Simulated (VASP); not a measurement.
# Os (Fm-3m) in VASP: a series of runs

Aim: see how the results for Os move with the level of theory and the settings. Levels: r2SCAN+D3(BJ), r2SCAN, PBE. Tasks: relaxation of cell and atoms, relaxation of the atoms, single point.

All numbers are computed with VASP 6.6.1; they aren't measurements. Logs are shortened: lines on timing, memory, paths and dates and some standing lists are left out, and cuts for length are marked.

**1. Starting point**

Symmetry: Fm-3m, No. 225, cubic system. Conventional cell: a = 3.890 Å, b = 3.890 Å, c = 3.890 Å, α = 90.00°, β = 90.00°, γ = 90.00°. Os (site symmetry m-3m) has 12 Os at 2.75 Å as nearest neighbours.

This isn't the form of Os at room conditions, which is hcp.

**2. Relaxation of cell and atoms, r2SCAN+D3(BJ)**

INCAR

```
SYSTEM = Os
ALGO = Normal
EDIFF = 1E-7
EDIFFG = -0.005
ENCUT = 600
IBRION = 2
ISIF = 3
ISMEAR = 1
IVDW = 12
LASPH = .True.
LCHARG = .False.
LMIXTAU = .True.
LREAL = .False.
LWAVE = .False.
METAGGA = R2SCAN
NELM = 100
NSW = 40
PREC = Accurate
SIGMA = 0.1
VDW_A1 = 0.49484001
VDW_A2 = 5.73083694
VDW_S6 = 1.0
VDW_S8 = 0.78981345
```

KPOINTS

```
k-points
0
Gamma
  12 12 12
  0 0 0
```

POSCAR

```
Os
1.0
    0.0000000000      1.9450000000      1.9450000000
    1.9450000000      0.0000000000      1.9450000000
    1.9450000000      1.9450000000      0.0000000000
Os
1
Direct
    0.0000000000      0.0000000000      0.0000000000
```

Potentials or basis: VASP PAW PBE potentials, release 64 (Os).

Command:

```
cat potpaw_PBE.64/Os/POTCAR > POTCAR
mpirun -np 1 vasp_std > vasp.out
```

OUTCAR:

```text
SYSTEM = Os
   EDIFF = 1E-7
   EDIFFG = -0.005
   ENCUT = 600
   IBRION = 2
   ISIF = 3
   ISMEAR = 1
   IVDW = 12
   LASPH = .True.
   LREAL = .False.
   METAGGA = R2SCAN
   NELM = 100
   NSW = 40
   PREC = Accurate
 IVDW          = 12

 ion  position               nearest neighbor table
   1  0.000  0.000  0.000-

  LATTYP: Found a face centered cubic cell.
 ALAT       =     3.8900000000

  Lattice vectors:

 A1 = (   0.0000000000,   1.9450000000,   1.9450000000)
 A2 = (   1.9450000000,   0.0000000000,   1.9450000000)
 A3 = (   1.9450000000,   1.9450000000,   0.0000000000)

Analysis of symmetry for initial positions (statically):
=====================================================================
 Subroutine PRICEL returns:
 Original cell was already a primitive cell.

 Routine SETGRP: Setting up the symmetry group for a
 face centered cubic supercell.

 Subroutine GETGRP returns: Found 48 space group operations
 (whereof 48 operations were pure point group operations)
 out of a pool of 48 trial point group operations.

The static configuration has the point symmetry O_h .

Analysis of symmetry for dynamics (positions and initial velocities):
=====================================================================
 Subroutine PRICEL returns:
 Original cell was already a primitive cell.

 Routine SETGRP: Setting up the symmetry group for a
 face centered cubic supercell.

 Subroutine GETGRP returns: Found 48 space group operations
 (whereof 48 operations were pure point group operations)
 out of a pool of 48 trial point group operations.

The dynamic configuration has the point symmetry O_h .

 Subroutine INISYM returns: Found 48 space group operations
 (whereof 48 operations are pure point group operations),
 and found     1 'primitive' translations

----------------------------------------------------------------------------------------

                                     Primitive cell

  volume of cell :      14.7160

  direct lattice vectors                    reciprocal lattice vectors
     0.000000000  1.945000000  1.945000000    -0.257069409  0.257069409  0.257069409
     1.945000000  0.000000000  1.945000000     0.257069409 -0.257069409  0.257069409
     1.945000000  1.945000000  0.000000000     0.257069409  0.257069409 -0.257069409

  length of vectors
     2.750645379  2.750645379  2.750645379     0.445257277  0.445257277  0.445257277

  position of ions in fractional coordinates (direct lattice)
     0.000000000  0.000000000  0.000000000

  ion indices of the primitive-cell ions
   primitive index   ion index
                 1           1

----------------------------------------------------------------------------------------

 KPOINTS: k-points

Automatic generation of k-mesh.
 Grid dimensions read from file:
 generate k-points for:   12   12   12

 Generating k-lattice:

  Cartesian coordinates                     Fractional coordinates (reciprocal lattice)
    -0.021422451  0.021422451  0.021422451     0.083333333  0.000000000  0.000000000
     0.021422451 -0.021422451  0.021422451     0.000000000  0.083333333  0.000000000
     0.021422451  0.021422451 -0.021422451     0.000000000  0.000000000  0.083333333

  Length of vectors
     0.037104773  0.037104773  0.037104773

  Shift w.r.t. Gamma in fractional coordinates (k-lattice)
     0.000000000  0.000000000  0.000000000

 Subroutine IBZKPT returns following result:
 ===========================================

 Found     72 irreducible k-points:

 Following reciprocal coordinates:
            Coordinates               Weight
  0.000000  0.000000  0.000000      1.000000
  0.083333  0.000000  0.000000      8.000000
  0.166667  0.000000  0.000000      8.000000
  0.250000  0.000000  0.000000      8.000000
  0.333333  0.000000  0.000000      8.000000
  0.416667  0.000000  0.000000      8.000000
[... 16 lines left out ...]
  0.500000  0.166667  0.000000     24.000000
 -0.416667  0.166667  0.000000     24.000000
 [... further k-points ...]
   k-points           NKPTS =     72   k-points in BZ     NKDIM =     72   number of bands    NBANDS=      8
   number of dos      NEDOS =    301   number of ions     NIONS =      1
   total plane-waves  NPLWV =  13824
   dimension x,y,z NGX =    24 NGY =   24 NGZ =   24
   dimension x,y,z NGXF=    48 NGYF=   48 NGZF=   48
   ions per type =               1
   NGX,Y,Z   is equivalent  to a cutoff of  14.51, 14.51, 14.51 a.u.
   NGXF,Y,Z  is equivalent  to a cutoff of  29.01, 29.01, 29.01 a.u.
 SYSTEM =  Os
   PREC   = accura    normal or accurate (medium, high low for compatibility)
   ISTART =      0    job   : 0-new  1-cont  2-samecut
   ICHARG =      2    charge: 1-file 2-atom 10-const
   ISPIN  =      1    spin polarized calculation?
   LNONCOLLINEAR =      F non collinear calculations
   LSORBIT =      F    spin-orbit coupling
   LASPH  =      T    aspherical Exc in radial PAW
   ENCUT  =  600.0 eV  44.10 Ry    6.64 a.u.   5.49  5.49  5.49*2*pi/ulx,y,z
   NELM   =    100;   NELMIN=  2; NELMDL= -5     # of ELM steps
   EDIFF  = 0.1E-06   stopping-criterion for ELM
   LREAL  =      F    real-space projection
   EDIFFG = -.5E-02   stopping-criterion for IOM
   NSW    =     40    number of steps for IOM
   IBRION =      2    ionic relax: 0-MD 1-quasi-New 2-CG
   NFREE  =      1    steps in history (QN), initial steepest desc. (CG)
   ISIF   =      3    stress and relaxation
   ISYM   =      2    0-nonsym 1-usesym 2-fastsym
   POTIM  = 0.5000    time-step for ionic-motion
   TEBEG  =    0.0;   TEEND  =   0.0 temperature during run
   PSTRESS=    0.0 pullay stress
   NELECT =       8.0000    total number of electrons
   NUPDOWN=      -1.0000    fix difference up-down
   EMIN   =  10.00;   EMAX   =-10.00  energy-range for DOS
   EFERMI =   0.00;   METHOD = LEGACY
   ISMEAR =     1;   SIGMA  =   0.10  broadening in eV -4-tet -1-fermi 0-gaus
   EFERMI_NEDOS =   21; number of points for ismear=-14 and -15
   IALGO  =     38    algorithm
   IMIX   =      4    mixing-type and parameters
     AMIX     =   0.40;   BMIX     =  1.00
     AMIX_MAG =   1.60;   BMIX_MAG =  1.00
  volume/ion in A,a.u.               =      14.72        99.31
  Fermi-wavevector in a.u.,A,eV,Ry     =   1.336109  2.524880 24.288947  1.785187
  Thomas-Fermi vector in A             =   2.464761
   LORBIT       =      0    0 simple, 1 ext, 2 COOP (PROOUT), +10 PAW based schemes
   METAGGA = R2SCAN    functional components
   LHFCALC =     F    Hartree Fock is set to
   AEXX    =    0.0000 exact exchange contribution
   IVDW    =    12    specifies the selected vdW correction
   LEPSILON=     F    determine dielectric tensor
   LRPA    =     F    only Hartree local field effects (RPA)
 conjugate gradient relaxation of ions
 non-spin polarized calculation
 Methfessel and Paxton  Order N= 1 SIGMA  =   0.10
  energy-cutoff  :      600.00
  volume of cell :       14.72
 maximum number of plane-waves:       531
 NGX is ok and might be reduce to    24
   NGX = 11   NGY = 11   NGZ = 11

--------------------------------------- Ionic step        1  -------------------------------------------

 number of electron       8.0000000 magnetization

 Free energy of the ion-electron system (eV)
  ---------------------------------------------------
  ext. energy  EPLUGINS =         0.00000000
  ---------------------------------------------------
  free energy    TOTEN  =       -52.83874598 eV

  energy without entropy =      -52.83834236  energy(sigma->0) =      -52.83861144

------------------------ aborting loop because EDIFF is reached ----------------------------------------

 Edisp (eV)   -0.29155

 E8    (eV) :    -0.1153

  FORCE on cell =-STRESS in cart. coord.  units (eV):
  Direction    XX          YY          ZZ          XY          YZ          ZX
  --------------------------------------------------------------------------------------
  -------------------------------------------------------------------------------------
  Total      -1.82792    -1.82792    -1.82792    -0.00000     0.00000    -0.00000
  in kB    -199.01151  -199.01151  -199.01151    -0.00000     0.00000    -0.00000
  external pressure =     -199.01 kB  Pullay stress =        0.00 kB

 VOLUME and BASIS-vectors are now :
 -----------------------------------------------------------------------------
  energy-cutoff  :      600.00
  volume of cell :       14.72
      direct lattice vectors                 reciprocal lattice vectors
     0.000000000  1.945000000  1.945000000    -0.257069409  0.257069409  0.257069409
     1.945000000  0.000000000  1.945000000     0.257069409 -0.257069409  0.257069409
     1.945000000  1.945000000  0.000000000     0.257069409  0.257069409 -0.257069409

 POSITION                                       TOTAL-FORCE (eV/Angst)
 -----------------------------------------------------------------------------------
      0.00000      0.00000      0.00000         0.000000      0.000000      0.000000
 -----------------------------------------------------------------------------------
    total drift:                               -0.000000      0.000000     -0.000000

  FREE ENERGIE OF THE ION-ELECTRON SYSTEM (eV)
  ---------------------------------------------------
  free  energy   TOTEN  =       -53.1302952217 eV

  energy  without entropy=      -53.1298915930  energy(sigma->0) =      -53.13016068

--------------------------------------- Ionic step        2  -------------------------------------------

 number of electron       8.0000000 magnetization

 E-fermi :  12.9924     XC(G=0): -16.9163

 val. band max:       12.9158554516   @ k =   0.5000   0.0000   0.0000
 cond. band min:      13.0090412877   @ k =  -0.4167   0.3333   0.0000
 fundamental gap:      0.0931858361
 Fermi energy:        12.9924316406

 k-point     1 :       0.0000    0.0000    0.0000
  band No.  band energies     occupation
      1      -0.4989      2.00000
      2       8.5842      2.00000
      3       8.5842      2.00000
      4       8.5842      2.00000
      5      13.0527      0.15720
      6      13.0527      0.15720
      7      27.4974      0.00000
      8      35.1914      0.00000

 k-point     2 :       0.0833    0.0000    0.0000
  band No.  band energies     occupation
      1      -0.0574      2.00000
      2       8.2974      2.00000
      3       8.7890      2.00000
      4       8.7890      2.00000
      5      12.8788      2.06824
      6      12.8788      2.06824
      7      28.3496      0.00000
      8      33.4344      0.00000
[... 346 lines left out ...]
 POSITION                                       TOTAL-FORCE (eV/Angst)
 -----------------------------------------------------------------------------------
      0.00000      0.00000      0.00000         0.000000     -0.000000     -0.000000
 -----------------------------------------------------------------------------------
    total drift:                                0.000000     -0.000000     -0.000000

  FREE ENERGIE OF THE ION-ELECTRON SYSTEM (eV)
  ---------------------------------------------------
  free  energy   TOTEN  =       -53.1785771561 eV

  energy  without entropy=      -53.1782014088  energy(sigma->0) =      -53.17845191

--------------------------------------- Ionic step        5  -------------------------------------------

 number of electron       8.0000000 magnetization

 Free energy of the ion-electron system (eV)
  ---------------------------------------------------
  ext. energy  EPLUGINS =         0.00000000
  ---------------------------------------------------
  free energy    TOTEN  =       -52.87154524 eV

  energy without entropy =      -52.87117214  energy(sigma->0) =      -52.87142087

 E-fermi :   9.2263     XC(G=0): -15.3912

 val. band max:        9.1901016412   @ k =   0.0000   0.0000   0.0000
 cond. band min:       9.2463077293   @ k =  -0.4167   0.3333   0.0000
 fundamental gap:      0.0562060881
 Fermi energy:         9.2262598963

 k-point     1 :       0.0000    0.0000    0.0000
  band No.  band energies     occupation
      1      -2.1667      2.00000
      2       6.0347      2.00000
      3       6.0347      2.00000
      4       6.0347      2.00000
      5       9.1901      1.56990
      6       9.1901      1.56990
      7      24.0802      0.00000
      8      30.2574      0.00000

 k-point     2 :       0.0833    0.0000    0.0000
  band No.  band energies     occupation
      1      -1.8283      2.00000
      2       5.8313      2.00000
      3       6.1851      2.00000
      4       6.1851      2.00000
      5       9.0846      2.06232
      6       9.0846      2.06232
      7      24.7041      0.00000
      8      28.7548      0.00000
[... 268 lines left out ...]
 POSITION                                       TOTAL-FORCE (eV/Angst)
 -----------------------------------------------------------------------------------
      0.00000      0.00000      0.00000        -0.000000      0.000000     -0.000000
 -----------------------------------------------------------------------------------
    total drift:                               -0.000000      0.000000     -0.000000

  FREE ENERGIE OF THE ION-ELECTRON SYSTEM (eV)
  ---------------------------------------------------
  free  energy   TOTEN  =       -53.1786273261 eV

  energy  without entropy=      -53.1782542311  energy(sigma->0) =      -53.17850296

 reached required accuracy - stopping structural energy minimisation
```

Run time: 2.2 min. Hardware: 1 thread of Intel Xeon Platinum 8488C (Sapphire Rapids), shared host; peak memory 0.17 GiB.

What came out:

| Property | Result |
| --- | --- |
| Free energy | -53.1786 eV |
| Relaxed volume | 13.98 Å³/atom |
| Relaxed cell | a = 2.704 Å, b = 2.704 Å, c = 2.704 Å, α = 60.00°, β = 60.00°, γ = 60.00° |
| Space group after relaxing (to 0.05 Å) | Fm-3m (No. 225) |
| Energy gained by relaxing | 48.3 meV/atom |
| Ionic steps | 5 |
| Pressure after relaxing | 0.0 GPa |
| Band gap on the k mesh | none (metal or under the smearing width) |
| Dispersion energy per atom | -0.307 eV |

Step by step:
```tsv
step	energy change (eV)	largest force (eV/Å)	pressure (GPa)	volume (Å³)
1	0.0000	0.0000	-19.90	14.72
2	1.1505	0.0000	168.87	11.16
3	-0.0478	0.0000	-2.24	14.05
4	-0.0483	0.0000	-0.68	14.00
5	-0.0483	0.0000	0.00	13.98
```

Final structure:
```xyz
1
Lattice="0.0000 1.9119 1.9119 1.9119 0.0000 1.9119 1.9119 1.9119 0.0000" Properties=species:S:1:pos:R:3 pbc="T T T"
Os    0.0000    0.0000    0.0000
```

Caveat: the PAW data sets were made with another functional, which shifts forces and pressure a little; pairwise dispersion overbinds metals, which lowers pressure and volume. Spin-orbit coupling is left out, which matters for the levels of Os.

**3. Relaxation of the atoms, r2SCAN (cell strained at random at fixed volume)**

INCAR

```
PREC = Accurate
ENCUT = 520
EDIFF = 1E-6
ISMEAR = 1
SIGMA = 0.1
LREAL = False
LASPH = True
NELM = 80
ALGO = Normal
ISIF = 2
LWAVE = False
LCHARG = False
METAGGA = R2SCAN
LMIXTAU = True
IBRION = 2
NSW = 40
EDIFFG = -0.01
```

KPOINTS

```
Automatic mesh
0
Gamma
  9 9 9
```

POSCAR

```
Os
1.0
    0.0373120000      1.9917480000      1.9564630000
    1.9640480000      0.0506030000      1.9431720000
    1.9682270000      1.9826360000      0.0464240000
Os
1
Direct
    0.0029920000      0.0032050000     -0.0091620000
```

Potentials or basis: VASP PAW PBE potentials, release 64 (Os).

Command:

```
cat potpaw_PBE.64/Os/POTCAR > POTCAR
mpirun -np 1 vasp_std > vasp.out
```

It took 2.2 min on 1 thread of Intel Xeon Platinum 8488C (Sapphire Rapids), shared host; peak memory 0.18 GiB.

The run converged. Its results:

| Item | Value |
| --- | --- |
| Free energy | -52.8055 eV |
| Pressure after relaxing | -15.9 GPa |
| Band gap on the k mesh | none (metal or under the smearing width) |

Stress tensor (GPa, compression positive):
```
-16.67  -6.02  -5.38
 -6.02 -19.06  -9.40
 -5.38  -9.40 -12.10
```

Final structure:
```xyz
1
Lattice="0.0373 1.9917 1.9565 1.9640 0.0506 1.9432 1.9682 1.9826 0.0464" Properties=species:S:1:pos:R:3 pbc="T T T"
Os    1.9566    1.9706    0.0581
```

Levels at points of the mesh, in eV from the Fermi level:
```tsv
k point	band 2	band 3	band 4	band 5	band 6	band 7
(0.00, 0.00, 0.00)	-3.44	-2.94	-2.72	-0.24	0.04	14.80
```

Caveat: the relaxation stopped at its first step, so nothing moved; the PAW data sets were made with another functional, which shifts forces and pressure a little. The run has no spin-orbit coupling, so splittings on Os are missing.

(Part 1 of 2 ends here.)
